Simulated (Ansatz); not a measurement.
# BaTiO3 (P4mm) in Ansatz: a series of runs

One crystal, BaTiO3, is run at these levels: PBE; tasks: single point, equation of state.

Everything below comes from runs of Ansatz 0.2.0. Logs are shortened: lines on timing, memory, paths and dates and some standing lists are left out, and cuts for length are marked.

### 1 The structure

It takes space group P4mm (No. 99, tetragonal). Conventional cell: a = 4.000 Å, b = 4.000 Å, c = 4.018 Å, α = 90.00°, β = 90.00°, γ = 90.00°. Around Ba (site symmetry 4mm) lie 12 O at 2.79 to 2.88 Å. Ti (site symmetry 4mm) has 6 O at 1.89 to 2.13 Å as nearest neighbours. O (site symmetry 2mm) is surrounded by 2 Ti at 2.00 Å. O (site symmetry 4mm) has 2 Ti at 1.89 to 2.13 Å as nearest neighbours.

### 2 Single point, PBE, 12.08 Å³/atom (volume scaled by 0.94)

Input file input.yaml:

```yaml
crystal:
  lattice:
    - [3.9181485176, 0.0, 0.0]
    - [0.0, 3.9181485176, 0.0]
    - [0.0, 0.0, 3.9359769848]
  atoms:
    - { symbol: Ba, position: [0.0, 0.0, 0.0] }
    - { symbol: Ti, position: [0.5, 0.5, 0.49] }
    - { symbol: O, position: [0.0, 0.5, 0.517] }
    - { symbol: O, position: [0.5, 0.0, 0.517] }
    - { symbol: O, position: [0.5, 0.5, 0.019] }
hamiltonian:
  xc: pbe
  pseudopotentials: { kind: nc, accuracy: stringent }
kpoints:
  mp_grid: { grid: [7, 7, 7] }
scf:
  occupations: { method: fermi_dirac, width: 0.05 }
output:
  forces: true
  stress: true
  eigenvalues: true
```

Potentials or basis: PseudoDojo stringent (PBE files).

Started as:

```
$ ansatz run input.yaml --threads 2 --pin off --max-ram 5120MiB --backend cpu --events-out ev --progress --plain --runs-dir out
```

The log of the run:

```text
Warning: RAYON_NUM_THREADS=2 ignored (pool sized by the plan → 2); use --threads N
Engine: ansatz 0.2.0, aarch64-unknown-linux-gnu
Pseudopotentials: kind: nc
Pseudopotential: Ba, nc, valence charge 10, recommended cutoff 770 eV (normal), Ba.nc.azcp (PseudoDojo's, or run here from an input of PseudoDojo's; its table is named by hamiltonian.pseudopotentials.accuracy)
Pseudopotential: Ti, nc, valence charge 12, recommended cutoff 1142.878222 eV (normal), Ti.nc.azcp (PseudoDojo's, or run here from an input of PseudoDojo's; its table is named by hamiltonian.pseudopotentials.accuracy)
Pseudopotential: O, nc, valence charge 6, recommended cutoff 1251.723767 eV (normal), O.nc.azcp (PseudoDojo's, or run here from an input of PseudoDojo's; its table is named by hamiltonian.pseudopotentials.accuracy)
Functional definition: PBE
  parameter kappa = 0.804
  parameter beta = 0.06672455060314922
  exchange = pbe_x(kappa = kappa, mu = beta*pi^2/3)
  correlation = pbe_c(beta = beta)
Crystal: 5 atoms, lattice volume = 60.425 Å³
Basis set: ecut = 1251.723767 eV, 6039 PW (Γ), exchange–correlation on 96×96×96 points (8 copies of the dense FFT grid, shifted against one another)
Bands: 25, of which v1, the nominal top of the filled ones, is band 20 counted from 1 (19 counted from 0)
Symmetry: 8 space group operations
Space group: P4mm (ITA 99), of the structure as read, at distance tolerance 3.9e-5 Å
k-points: 40 of 343 (time reversal used)
Non-local potential: Ba, projectors of the file, l = 0: 2, l = 1: 2, l = 2: 2, l = 3: 2
Non-local potential: Ti, projectors of the file, l = 0: 2, l = 1: 2, l = 2: 2
Non-local potential: O, projectors of the file, l = 0: 2, l = 1: 2, l = 2: 1
Initial density: superposition of atomic densities (chi_scale 0.1, normalization cell, long waves kept (reshape's long-wave potential 0.00 eV rms))
Initial wavefunctions: pseudopotential atomic-orbital guess
Functional: x = pbe(κ = 0.804, μ = 0.2195149727645171), c = pbe(β = 0.06672455060314922)
SCF iter   1: F=—  HF=-3739.894310 eV  |F-HF|=—  |Δ(HF+E_count)|=         —  Δρ=4.99e-2  dr2=1.71e0  ethr=3.10e-3  ⟨swp⟩=13.0  Hψ=7035  notcnv=0
preconditioner: auto → Resta (q_TF=auto, 2.547 Å⁻¹)  ε∞=5.2  [insulator: Δε(μ)=2.699 eV  Ē_g=13.165 eV  σ=0.050 eV  W_gap=1.00  n_scr=18 (ndim 8)  ℏωp=27.0 eV  f_vac=0.000  D(μ)=0.00/eV (n_scr^D=0)  ε∞_Penn≈5.2]
SCF iter   2: F=—  HF=-3739.537417 eV  |F-HF|=—  |Δ(HF+E_count)|=   3.57e-1  Δρ=2.88e-2  dr2=4.38e-1  ethr=3.10e-3  ⟨swp⟩=3.6  Hψ=1910  notcnv=0  defer=38
SCF iter   3: F=—  HF=-3739.481162 eV  |F-HF|=—  |Δ(HF+E_count)|=   5.63e-2  Δρ=1.89e-2  dr2=2.19e-1  ethr=1.09e-3  ⟨swp⟩=2.6  Hψ=1901  notcnv=0  defer=38
SCF iter   4: F=—  HF=-3739.446725 eV  |F-HF|=—  |Δ(HF+E_count)|=   3.44e-2  Δρ=4.20e-3  dr2=7.87e-3  ethr=5.47e-4  ⟨swp⟩=2.8  Hψ=1622  notcnv=0  defer=38
SCF iter   5: F=—  HF=-3739.448881 eV  |F-HF|=—  |Δ(HF+E_count)|=   2.16e-3  Δρ=1.21e-3  dr2=4.78e-4  ethr=1.97e-5  ⟨swp⟩=2.0  Hψ=1957  notcnv=0  defer=37
SCF iter   6: F=—  HF=-3739.449305 eV  |F-HF|=—  |Δ(HF+E_count)|=   4.24e-4  Δρ=3.75e-4  dr2=6.82e-5  ethr=1.20e-6  ⟨swp⟩=2.1  Hψ=1617  notcnv=0  defer=37
SCF iter   7: F=—  HF=-3739.449218 eV  |F-HF|=—  |Δ(HF+E_count)|=   8.71e-5  Δρ=1.58e-4  dr2=1.16e-5  ethr=1.70e-7  ⟨swp⟩=2.1  Hψ=1554  notcnv=0  defer=37
SCF iter   8: F=—  HF=-3739.449217 eV  |F-HF|=—  |Δ(HF+E_count)|=   9.66e-7  Δρ=4.66e-5  dr2=6.97e-7  ethr=2.91e-8  ⟨swp⟩=2.1  Hψ=1580  notcnv=0  defer=37
SCF iter   9: F=-3739.449218 eV  HF=-3739.449218 eV  |F-HF|=1.00e-8  |Δ(HF+E_count)|=   5.71e-7  Δρ=1.21e-5  dr2=3.82e-8  ethr=2.50e-10  ⟨swp⟩=16.2  Hψ=6265  notcnv=0
SCF 1 converged in 9 iterations: F = -3739.449218 eV  dr2 = 3.82e-8
SCF converged after 9 iterations
Free energy (F): -3739.449218 eV
Harris-Foulkes:  -3739.449218 eV  (|F-HF|=1.00e-8)
Internal energy: -3739.449218 eV  (E = F + TS)
E sigma→0 (E₀):  -3739.449218 eV
Fermi energy:    12.250615 eV
--- Per-component energies (eV) ---
  E_band       = -102.396153
  E_kinetic    = 1730.811551
  E_local      = -2531.879108  (includes V_loc(G=0)·N_el)
  E_nonlocal   = -89.492810
  E_hartree    = 792.473291
  E_xc         = -766.292852
  E_vxc        = -796.783809  (∫ρ·V_xc dr)
  E_ewald      = -2875.069290
  E_smearing   = -0.000000  (= −TS)
  E_closure    = -0.000000  (closes the sum)
  Σ components = -3739.449218   (vs F -3739.449218, Δ=0.00e0)
--- Forces (eV/Å), atoms counted from 1 ---
  atom   1  Ba     0.00000000     0.00000000     0.09810599
  atom   2  Ti     0.00000000     0.00000000     0.16496964
  atom   3  O      0.00000000     0.00000000    -0.08188551
  atom   4  O      0.00000000     0.00000000    -0.08188551
  atom   5  O      0.00000000     0.00000000    -0.09930126
  max |Σ_I F_I| component: 3.35e-6 eV/Å
--- Stress (GPa, compression-positive) ---
       13.874713       0.000000      -0.000000
        0.000000      13.874713       0.000000
       -0.000000       0.000000      15.011727
  P = ⅓ Tr σ = 14.2537 GPa (142.537 kbar)
--- Band table (eV; the first three rows and the last of 40) ---
  k-point 0: bands = ["-44.9932", "-21.3055", "-21.2679", "-21.2679", "-13.3021", "-5.7042", "-5.0900", "-5.0382", "1.5012", "1.5012", "1.5015", "8.9916", "9.0003", "9.0003", "9.8982", "9.8982", "9.9878", "11.0401", "11.0433", "11.0433", "13.2286", "13.4580", "13.4580", "15.7604", "15.8476"]
  k-point 1: bands = ["-44.9930", "-21.3186", "-21.2673", "-21.2673", "-13.2721", "-5.7257", "-5.0702", "-5.0310", "1.5374", "1.5374", "1.6080", "8.6116", "8.9226", "8.9226", "9.6897", "9.6897", "9.8107", "10.5854", "10.9448", "10.9448", "13.2557", "13.8272", "13.8272", "15.7608", "16.3783"]
  k-point 2: bands = ["-44.9924", "-21.3478", "-21.2662", "-21.2662", "-13.2031", "-5.8649", "-5.0146", "-4.9164", "1.6219", "1.6219", "1.8446", "7.7852", "8.6710", "8.6710", "9.3993", "9.3993", "9.4579", "9.8337", "10.7457", "10.7457", "13.3184", "14.5632", "14.5632", "15.7624", "17.2882"]
  k-point 39: bands = ["-44.9892", "-21.3626", "-21.3280", "-21.3279", "-12.9593", "-4.8825", "-4.7807", "-4.7472", "0.7073", "0.7174", "0.8549", "6.7889", "7.3356", "7.3554", "8.6911", "8.8942", "8.9108", "11.0173", "11.0460", "11.1421", "15.7662", "15.7732", "15.7856", "18.4013", "18.6067"]
```

It took 17 s on 2 threads of Arm Neoverse V1, shared host; peak memory 0.49 GiB.

What came out:

* Free energy: -3739.4492 eV
* Pressure: 14.3 GPa
* Largest force: 0.165 eV/Å
* Band gap on the k mesh: 2.09 eV, indirect (least direct gap 2.19 eV)

Caveat: odd divisions of the mesh miss points on the zone boundary, where band edges often lie, so the gap on the mesh can be too wide; spin-orbit coupling is left out, which moves the levels of the heavy elements.

### 3 Single point, PBE, 12.34 Å³/atom (volume scaled by 0.96)

input.yaml: that of step 2 with these lines changed.

```diff
@@ -2,5 +2,5 @@
   lattice:
-    - [3.9181485176, 0.0, 0.0]
-    - [0.0, 3.9181485176, 0.0]
-    - [0.0, 0.0, 3.9359769848]
+    - [3.945742022, 0.0, 0.0]
+    - [0.0, 3.945742022, 0.0]
+    - [0.0, 0.0, 3.9636960459]
   atoms:
```

Potentials or basis: PseudoDojo stringent (PBE files).

Started as:

```
$ ansatz run input.yaml --threads 2 --pin off --max-ram 5120MiB --backend cpu --events-out ev --progress --plain --runs-dir out
```

Wall time 17 s (2 threads of Arm Neoverse V1, shared host); peak memory 0.49 GiB.

Results (log left out):

```yaml
Free_energy: -3739.5452 eV
Pressure: 9.8 GPa
Largest_force: 0.090 eV/Å
Band_gap_on_the_k_mesh: 2.04 eV, indirect (least direct gap 2.16 eV)
```

Caveat: odd divisions of the mesh miss points on the zone boundary, where band edges often lie, so the gap on the mesh can be too wide; spin-orbit coupling is left out, which moves the levels of the heavy elements.

### 4 Single point, PBE, 12.60 Å³/atom (volume scaled by 0.98)

input.yaml: that of step 3 with these lines changed.

```diff
@@ -2,5 +2,5 @@
   lattice:
-    - [3.945742022, 0.0, 0.0]
-    - [0.0, 3.945742022, 0.0]
-    - [0.0, 0.0, 3.9636960459]
+    - [3.9729548958, 0.0, 0.0]
+    - [0.0, 3.9729548958, 0.0]
+    - [0.0, 0.0, 3.9910327445]
   atoms:
```

Started as:

```
$ ansatz run input.yaml --threads 2 --pin off --max-ram 5120MiB --backend cpu --events-out ev --progress --plain --runs-dir out
```

Run time: 18 s. Hardware: 2 threads of Arm Neoverse V1, shared host; peak memory 0.49 GiB.

Results (log left out):

```yaml
Free_energy: -3739.6071 eV
Pressure: 5.7 GPa
Largest_force: 0.182 eV/Å
Band_gap_on_the_k_mesh: 1.99 eV, indirect (least direct gap 2.14 eV)
```

Caveat: odd divisions of the mesh miss points on the zone boundary, where band edges often lie, so the gap on the mesh can be too wide; spin-orbit coupling is left out, which moves the levels of the heavy elements.

### 5 Single point, PBE, 12.86 Å³/atom

input.yaml: that of step 4 with these lines changed.

```diff
@@ -2,5 +2,5 @@
   lattice:
-    - [3.9729548958, 0.0, 0.0]
-    - [0.0, 3.9729548958, 0.0]
-    - [0.0, 0.0, 3.9910327445]
+    - [3.9998, 0.0, 0.0]
+    - [0.0, 3.9998, 0.0]
+    - [0.0, 0.0, 4.018]
   atoms:
@@ -22 +22,5 @@
   eigenvalues: true
+  write_density: true
+  write_potential: true
+  elf: true
+  volumetric_format: npy
```

Started as:

```
$ ansatz run input.yaml --threads 2 --pin off --max-ram 5120MiB --backend cpu --events-out ev --progress --plain --runs-dir out
```

Run time: 24 s. Hardware: 2 threads of Arm Neoverse V1, shared host; peak memory 0.52 GiB.

It converged, with:

```yaml
Free_energy: -3739.6383 eV
Pressure: 2.1 GPa
Largest_force: 0.309 eV/Å
Band_gap_on_the_k_mesh: 1.94 eV, indirect (least direct gap 2.11 eV)
```

Caveat: odd divisions of the mesh miss points on the zone boundary, where band edges often lie, so the gap on the mesh can be too wide; spin-orbit coupling is left out, which moves the levels of the heavy elements.

### 6 Single point, PBE, 13.11 Å³/atom (volume scaled by 1.02)

input.yaml: that of step 5 with these lines changed.

```diff
@@ -2,5 +2,5 @@
   lattice:
-    - [3.9998, 0.0, 0.0]
-    - [0.0, 3.9998, 0.0]
-    - [0.0, 0.0, 4.018]
+    - [4.0262895137, 0.0, 0.0]
+    - [0.0, 4.0262895137, 0.0]
+    - [0.0, 0.0, 4.044610047]
   atoms:
@@ -22,5 +22 @@
   eigenvalues: true
-  write_density: true
-  write_potential: true
-  elf: true
-  volumetric_format: npy
```

Potentials or basis: PseudoDojo stringent (PBE files).

Started as:

```
$ ansatz run input.yaml --threads 2 --pin off --max-ram 5120MiB --backend cpu --events-out ev --progress --plain --runs-dir out
```

Wall time 18 s (2 threads of Arm Neoverse V1, shared host); peak memory 0.51 GiB.

Results (log left out):

* Free energy: -3739.6421 eV
* Pressure: -1.1 GPa
* Largest force: 0.427 eV/Å
* Band gap on the k mesh: 1.90 eV, indirect (least direct gap 2.08 eV)

Caveat: odd divisions of the mesh miss points on the zone boundary, where band edges often lie, so the gap on the mesh can be too wide; spin-orbit coupling is left out, which moves the levels of the heavy elements.

### 7 Single point, PBE, 13.37 Å³/atom (volume scaled by 1.04)

input.yaml: that of step 6 with these lines changed.

```diff
@@ -2,5 +2,5 @@
   lattice:
-    - [4.0262895137, 0.0, 0.0]
-    - [0.0, 4.0262895137, 0.0]
-    - [0.0, 0.0, 4.044610047]
+    - [4.0524349834, 0.0, 0.0]
+    - [0.0, 4.0524349834, 0.0]
+    - [0.0, 0.0, 4.0708744845]
   atoms:
```

Started as:

```
$ ansatz run input.yaml --threads 2 --pin off --max-ram 5120MiB --backend cpu --events-out ev --progress --plain --runs-dir out
```

It took 18 s on 2 threads of Arm Neoverse V1, shared host; peak memory 0.51 GiB.

It converged, with:

* Free energy: -3739.6211 eV
* Pressure: -4.0 GPa
* Largest force: 0.537 eV/Å
* Band gap on the k mesh: 1.85 eV, indirect (least direct gap 2.05 eV)

Caveat: odd divisions of the mesh miss points on the zone boundary, where band edges often lie, so the gap on the mesh can be too wide; spin-orbit coupling is left out, which moves the levels of the heavy elements.

### 8 Single point, PBE, 13.63 Å³/atom (volume scaled by 1.06)

input.yaml: that of step 7 with these lines changed.

```diff
@@ -2,5 +2,5 @@
   lattice:
-    - [4.0524349834, 0.0, 0.0]
-    - [0.0, 4.0524349834, 0.0]
-    - [0.0, 0.0, 4.0708744845]
+    - [4.0782473671, 0.0, 0.0]
+    - [0.0, 4.0782473671, 0.0]
+    - [0.0, 0.0, 4.0968043205]
   atoms:
```

Started as:

```
$ ansatz run input.yaml --threads 2 --pin off --max-ram 5120MiB --backend cpu --events-out ev --progress --plain --runs-dir out
```

Run time: 19 s. Hardware: 2 threads of Arm Neoverse V1, shared host; peak memory 0.51 GiB.

The run converged. Its results:

```yaml
Free_energy: -3739.5781 eV
Pressure: -6.6 GPa
Largest_force: 0.640 eV/Å
Band_gap_on_the_k_mesh: 1.81 eV, indirect (least direct gap 2.02 eV)
```

Caveat: odd divisions of the mesh miss points on the zone boundary, where band edges often lie, so the gap on the mesh can be too wide; spin-orbit coupling is left out, which moves the levels of the heavy elements.

### 9 Equation of state, PBE

Potentials or basis: PseudoDojo stringent.

This step only gathers the single runs of the series.

Results:

```
Equilibrium volume                        : 13.02 Å³/atom
Bulk modulus at fixed shape and positions : 162 GPa
Pressure derivative of the bulk modulus   : 4.5
```

Energy against volume, from the lowest point:
```
volume (Å³/atom)  energy (meV/atom)
          12.085              38.57
          12.342              19.37
          12.599               6.99
          12.856               0.75
          13.113               0.00
          13.371               4.18
          13.628              12.79
```

Caveat: the cell was scaled at fixed shape and fractional positions, which overstates the stiffness of a crystal with free parameters, most of all of layers and chains.
